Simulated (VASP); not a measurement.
# MoP (P-6m2) in VASP: further runs, part 2 of 2

VASP 6.6.1. The steps go on from the part before.

### Step 4. Relaxation of shape and atoms at fixed volume, PBEsol (a relaxed cell with its volume scaled by 0.96)

INCAR

```
  PREC = Accurate
  ENCUT = 600
  EDIFF = 1E-7
  ISMEAR = 1
  SIGMA = 0.1
  LREAL = False
  LASPH = True
  NELM = 80
  ALGO = Fast
  ISIF = 4
  LWAVE = False
  LCHARG = False
  GGA = PS
  IBRION = 2
  NSW = 40
  EDIFFG = -0.01
```

KPOINTS

```
Automatic mesh
0
Gamma
  15 15 11
```

POSCAR

```
MoP                                     
1.0
    3.1651894756     -0.0000000000      0.0000000000
   -1.5825947378      2.7411344937     -0.0000000000
   -0.0000000000      0.0000000000      3.1303979734
  Mo              P             
     1     1
Direct
     0.0000000000000000    0.0000000000000000    0.0000000000000000
     0.3333333332999970    0.6666666667000030    0.5000000000000000
```

Potentials or basis: VASP PAW PBE potentials, release 64 (Mo_sv, P).

On the command line:

```bash
$ cat potpaw_PBE.64/Mo_sv/POTCAR potpaw_PBE.64/P/POTCAR > POTCAR
$ mpirun -np 1 vasp_std > vasp.out
```

OUTCAR:

```text
PREC = Accurate
   ENCUT = 600
   EDIFF = 1E-7
   ISMEAR = 1
   LREAL = False
   LASPH = True
   NELM = 80
   ISIF = 4
   GGA = PS
   IBRION = 2
   NSW = 40
   EDIFFG = -0.01

 ion  position               nearest neighbor table
   1  0.000  0.000  0.000-   2 2.41   2 2.41   2 2.41   2 2.41   2 2.41   2 2.41
   2  0.333  0.667  0.500-   1 2.41   1 2.41   1 2.41   1 2.41   1 2.41   1 2.41

  LATTYP: Found a hexagonal cell.
 ALAT       =     3.1651894756
 C/A-ratio  =     0.9890080823

  Lattice vectors:

 A1 = (   3.1651894756,   0.0000000000,   0.0000000000)
 A2 = (  -1.5825947378,   2.7411344937,   0.0000000000)
 A3 = (   0.0000000000,   0.0000000000,   3.1303979734)

Analysis of symmetry for initial positions (statically):
=====================================================================
 Subroutine PRICEL returns:
 Original cell was already a primitive cell.

 Routine SETGRP: Setting up the symmetry group for a
 hexagonal supercell.

 Subroutine GETGRP returns: Found 12 space group operations
 (whereof 12 operations were pure point group operations)
 out of a pool of 24 trial point group operations.

The static configuration has the point symmetry D_3h.

Analysis of symmetry for dynamics (positions and initial velocities):
=====================================================================
 Subroutine PRICEL returns:
 Original cell was already a primitive cell.
[... 236 lines left out ...]
  ext. energy  EPLUGINS =         0.00000000
  ---------------------------------------------------
  free energy    TOTEN  =       -19.01357421 eV

  energy without entropy =      -19.01298900  energy(sigma->0) =      -19.01337914

 E-fermi :  12.7443     XC(G=0): -12.9968

 val. band max:       12.7433023779   @ k =   0.4000   0.0000   0.0909
 cond. band min:      12.7562584490   @ k =   0.4000   0.2000   0.0909
 fundamental gap:      0.0129560711
 Fermi energy:        12.7442975674

 k-point     1 :       0.0000    0.0000    0.0000
  band No.  band energies     occupation
      1     -48.3538      2.00000
      2     -22.5660      2.00000
      3     -22.3137      2.00000
      4     -22.3137      2.00000
      5      -1.6178      2.00000
      6       8.1208      2.00000
      7       9.2389      2.00000
      8       9.2389      2.00000
      9      11.9670      2.00000
     10      13.0043     -0.00146
     11      13.0043     -0.00146
     12      17.1123      0.00000
     13      17.1123      0.00000
[... 354 lines left out ...]
  band No.  band energies     occupation
      1     -48.3058      2.00000
      2     -22.7005      2.00000
      3     -22.5084      2.00000
      4     -22.5008      2.00000
      5       1.5652      2.00000
      6       5.4741      2.00000
      7       7.8163      2.00000
      8       8.6118      2.00000
      9      11.3507      2.00000
     10      11.9143      2.00000
     11      13.6501     -0.00000
     12      14.5510     -0.00000
     13      19.1662      0.00000

 [... further k-points ...]

------------------------ aborting loop because EDIFF is reached ----------------------------------------

  FORCE on cell =-STRESS in cart. coord.  units (eV):
  Direction    XX          YY          ZZ          XY          YZ          ZX
  --------------------------------------------------------------------------------------
  -------------------------------------------------------------------------------------
  Total        1.7631141      1.7631141      1.7631134     -0.0000000      0.0000000      0.0000000
  in kB      104.0067167    104.0067168    104.0066760     -0.0000000      0.0000000      0.0000000
  external PRESSURE =     104.0067032 kB  Pullay stress =       0.0000000 kB
[... 17 lines left out ...]
  FREE ENERGIE OF THE ION-ELECTRON SYSTEM (eV)
  ---------------------------------------------------
  free  energy   TOTEN  =       -19.0135742091 eV

  energy  without entropy=      -19.0129890025  energy(sigma->0) =      -19.01337914

 reached required accuracy - stopping structural energy minimisation
```

OSZICAR:

```text
N       E                     dE             d eps       ncg     rms          rms(c)
DAV:   1     0.133206788412E+03    0.13321E+03   -0.10985E+04  4212   0.156E+03
DAV:   2    -0.164655318210E+02   -0.14967E+03   -0.14669E+03  4972   0.386E+02
DAV:   3    -0.199945790245E+02   -0.35290E+01   -0.34618E+01  5338   0.541E+01
[... 26 lines left out ...]
RMM:   2    -0.190136785133E+02    0.42993E-03   -0.52019E-04  4225   0.214E-01    0.613E-02
RMM:   3    -0.190135726680E+02    0.10585E-03   -0.28343E-04  4212   0.155E-01    0.160E-02
RMM:   4    -0.190135742077E+02   -0.15397E-05   -0.26820E-05  4242   0.547E-02    0.881E-03
RMM:   5    -0.190135741495E+02    0.58231E-07   -0.45773E-06  4276   0.208E-02    0.150E-03
RMM:   6    -0.190135742091E+02   -0.59647E-07   -0.87045E-07  3596   0.894E-03
   3 F= -.19013574E+02 E0= -.19013379E+02  d E =-.133510E-02
```

Run time: 1.8 min. Hardware: 1 thread of Intel Xeon Platinum 8488C (Sapphire Rapids), shared host; peak memory 0.21 GiB.

Results:

| Property | Result |
| --- | --- |
| Free energy | -19.0136 eV |
| Energy gained by relaxing | 0.7 meV/atom |
| Ionic steps | 3 |
| Pressure after relaxing | 10.4 GPa |
| Band gap on the k mesh | none (metal or under the smearing width) |

Step by step:
| step | energy change (eV) | largest force (eV/Å) | pressure (GPa) |
| --- | --- | --- | --- |
| 1 | 0.0000 | 0.0000 | 10.79 |
| 2 | -0.0012 | 0.0000 | 10.28 |
| 3 | -0.0013 | 0.0000 | 10.40 |

Final structure:
```xyz
2
Lattice="3.1559 0.0000 0.0000 -1.5780 2.7331 0.0000 0.0000 0.0000 3.1488" Properties=species:S:1:pos:R:3 pbc="T T T"
Mo    0.0000    0.0000    3.1488
P     0.0000    1.8221    1.5744
```

Caveat: the PAW data sets were made with another functional, which shifts forces and pressure a little.

### Step 5. Relaxation of shape and atoms at fixed volume, PBEsol (a relaxed cell with its volume scaled by 0.98)

INCAR is that of step 4.

KPOINTS is that of step 4.

POSCAR

```
MoP                                     
1.0
    3.1870190584     -0.0000000000      0.0000000000
   -1.5935095291      2.7600394669     -0.0000000000
   -0.0000000000      0.0000000000      3.1519876072
  Mo              P             
     1     1
Direct
     0.0000000000000000    0.0000000000000000    0.0000000000000000
     0.3333333332999970    0.6666666667000030    0.5000000000000000
```

Potentials or basis: VASP PAW PBE potentials, release 64 (Mo_sv, P).

On the command line:

```bash
$ cat potpaw_PBE.64/Mo_sv/POTCAR potpaw_PBE.64/P/POTCAR > POTCAR
$ mpirun -np 1 vasp_std > vasp.out
```

OUTCAR:

```text
PREC = Accurate
   ENCUT = 600
   EDIFF = 1E-7
   ISMEAR = 1
   LREAL = False
   LASPH = True
   NELM = 80
   ISIF = 4
   GGA = PS
   IBRION = 2
   NSW = 40
   EDIFFG = -0.01

 ion  position               nearest neighbor table
   1  0.000  0.000  0.000-   2 2.42   2 2.42   2 2.42   2 2.42   2 2.42   2 2.42
   2  0.333  0.667  0.500-   1 2.42   1 2.42   1 2.42   1 2.42   1 2.42   1 2.42

  LATTYP: Found a hexagonal cell.
 ALAT       =     3.1870190584
 C/A-ratio  =     0.9890080823

  Lattice vectors:

 A1 = (   3.1870190584,   0.0000000000,   0.0000000000)
 A2 = (  -1.5935095291,   2.7600394669,   0.0000000000)
 A3 = (   0.0000000000,   0.0000000000,   3.1519876072)

Analysis of symmetry for initial positions (statically):
=====================================================================
[... 264 lines left out ...]
 Fermi energy:        12.4042758490

 k-point     1 :       0.0000    0.0000    0.0000
  band No.  band energies     occupation
      1     -48.7005      2.00000
      2     -22.9000      2.00000
      3     -22.6672      2.00000
      4     -22.6672      2.00000
      5      -1.8020      2.00000
      6       7.9258      2.00000
      7       8.9544      2.00000
      8       8.9544      2.00000
      9      11.6662      2.00000
     10      12.6666     -0.00131
     11      12.6666     -0.00131
     12      16.6800      0.00000
     13      16.6800      0.00000
[... 354 lines left out ...]
  band No.  band energies     occupation
      1     -48.6577      2.00000
      2     -23.0204      2.00000
      3     -22.8452      2.00000
      4     -22.8412      2.00000
      5       1.2724      2.00000
      6       5.2626      2.00000
      7       7.5865      2.00000
      8       8.3986      2.00000
      9      11.0887      2.00000
     10      11.5765      2.00000
     11      13.2869     -0.00000
     12      14.1352     -0.00000
     13      18.6966      0.00000

 [... further k-points ...]
[... 5 lines left out ...]
  --------------------------------------------------------------------------------------
  -------------------------------------------------------------------------------------
  Total        0.8522329      0.8522329      0.8521960      0.0000000      0.0000000      0.0000000
  in kB       49.2475282     49.2475282     49.2453924      0.0000000      0.0000000      0.0000000
  external PRESSURE =      49.2468163 kB  Pullay stress =       0.0000000 kB
[... 17 lines left out ...]
  FREE ENERGIE OF THE ION-ELECTRON SYSTEM (eV)
  ---------------------------------------------------
  free  energy   TOTEN  =       -19.0408565617 eV

  energy  without entropy=      -19.0402962436  energy(sigma->0) =      -19.04066979

 reached required accuracy - stopping structural energy minimisation
```

OSZICAR:

```text
N       E                     dE             d eps       ncg     rms          rms(c)
DAV:   1     0.135250470558E+03    0.13525E+03   -0.10985E+04  4220   0.156E+03
DAV:   2    -0.161951454892E+02   -0.15145E+03   -0.14832E+03  4912   0.383E+02
DAV:   3    -0.200453403279E+02   -0.38502E+01   -0.37986E+01  5401   0.560E+01
[... 25 lines left out ...]
RMM:   2    -0.190408795518E+02    0.94351E-04   -0.11199E-04  4225   0.991E-02    0.287E-02
RMM:   3    -0.190408563096E+02    0.23242E-04   -0.61919E-05  4213   0.722E-02    0.700E-03
RMM:   4    -0.190408565834E+02   -0.27378E-06   -0.57922E-06  4239   0.254E-02    0.382E-03
RMM:   5    -0.190408565489E+02    0.34525E-07   -0.10293E-06  4074   0.971E-03    0.643E-04
RMM:   6    -0.190408565617E+02   -0.12766E-07   -0.18946E-07  2817   0.410E-03
   3 F= -.19040857E+02 E0= -.19040670E+02  d E =-.317364E-03
```

Run time: 2.3 min. Hardware: 1 thread of Intel Xeon Platinum 8488C (Sapphire Rapids), shared host; peak memory 0.21 GiB.

Results:

| Item | Value |
| --- | --- |
| Free energy | -19.0409 eV |
| Energy gained by relaxing | 0.2 meV/atom |
| Ionic steps | 3 |
| Pressure after relaxing | 4.9 GPa |
| Band gap on the k mesh | none (metal or under the smearing width) |

Step by step:
| step | energy change (eV) | largest force (eV/Å) | pressure (GPa) |
| --- | --- | --- | --- |
| 1 | 0.0000 | 0.0000 | 5.10 |
| 2 | -0.0003 | 0.0000 | 4.88 |
| 3 | -0.0003 | 0.0000 | 4.92 |

Final structure:
```
Mo P
1.0
     3.18246    0.00000    0.00000
    -1.59123    2.75610    0.00000
     0.00000    0.00000    3.16102
Mo P
1 1
Direct
  0.00000 0.00000 0.00000
  0.33333 0.66667 0.50000
```

Levels at points of the mesh, in eV from the Fermi level:
```
           k point  band 7  band 8  band 9  band 10  band 11  band 12  band 13
(0.00, 0.00, 0.00)   -3.45   -3.45   -0.74     0.26     0.26     4.28     4.28
```

Caveat: the PAW data sets were made with another functional, which shifts forces and pressure a little.

### Step 6. Overview

```tsv
task	cell	gap on the mesh (eV)	pressure (GPa)
relaxation of cell and atoms	relaxed	none	0.0
relaxation of shape and atoms at fixed volume	atoms relaxed at fixed volume from: a relaxed cell with its volume scaled by 0.94	none	16.5
relaxation of shape and atoms at fixed volume	atoms relaxed at fixed volume from: a relaxed cell with its volume scaled by 0.96	none	10.4
relaxation of shape and atoms at fixed volume	atoms relaxed at fixed volume from: a relaxed cell with its volume scaled by 0.98	none	4.9
```

Alike in all rows: level PBEsol; potentials or basis VASP PAW PBE potentials, release 64 (Mo_sv, P); no spin polarisation; k mesh 15 × 15 × 11; cutoff (eV) 600; smearing methfessel-paxton 0.1 eV.

Caveats: the PAW data sets were made with another functional, which shifts forces and pressure a little.

Total energies depend on the potentials used, so only differences within one code and one set of settings carry meaning.
